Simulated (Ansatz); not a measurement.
Set up this calculation in Ansatz 0.2.0, as the native input.

- Task: single point
- Functional: PBE
- Potentials or basis: Ansatz PAW
- Cutoff: 420 eV (not typed: the program's choice for these potentials)
- k mesh: 10 × 10 × 10
- Occupations: gaussian, width 0.021 eV
- Spin: no spin polarisation

The system is Hf.

```xyz
1
Lattice="-1.8050 1.8050 1.8050 1.8050 -1.8050 1.8050 1.8050 1.8050 -1.8050" Properties=species:S:1:pos:R:3 pbc="T T T"
Hf    0.0000    0.0000    0.0000
```

This isn't the form of Hf at room conditions, which is hcp.

The input as run:

input.yaml

```yaml
crystal:
  lattice:
    - [-1.805, 1.805, 1.805]
    - [1.805, -1.805, 1.805]
    - [1.805, 1.805, -1.805]
  atoms:
    - { symbol: Hf, position: [0.0, 0.0, 0.0] }
hamiltonian:
  xc: pbe
  pseudopotentials: { kind: paw }
kpoints:
  mp_grid: { grid: [10, 10, 10] }
scf:
  occupations: { method: gaussian, width: 0.021 }
output:
  forces: true
  stress: true
  eigenvalues: true
  write_density: true
  write_potential: true
  elf: true
  volumetric_format: npy
```

Potentials or basis: Ansatz PAW.

Launch:

```console
$ ansatz run input.yaml --threads 2 --pin off --max-ram 5632MiB --backend cpu --events-out ev --progress --plain --runs-dir out
```

Results of the run:

```json
{
  "Pressure": "-5.0 GPa",
  "Band gap on the k mesh": "none (metal or under the smearing width)"
}
```

Run time: 0.97 s on 2 threads of Arm Neoverse V1, with other jobs on the host, peak memory 0.29 GiB.
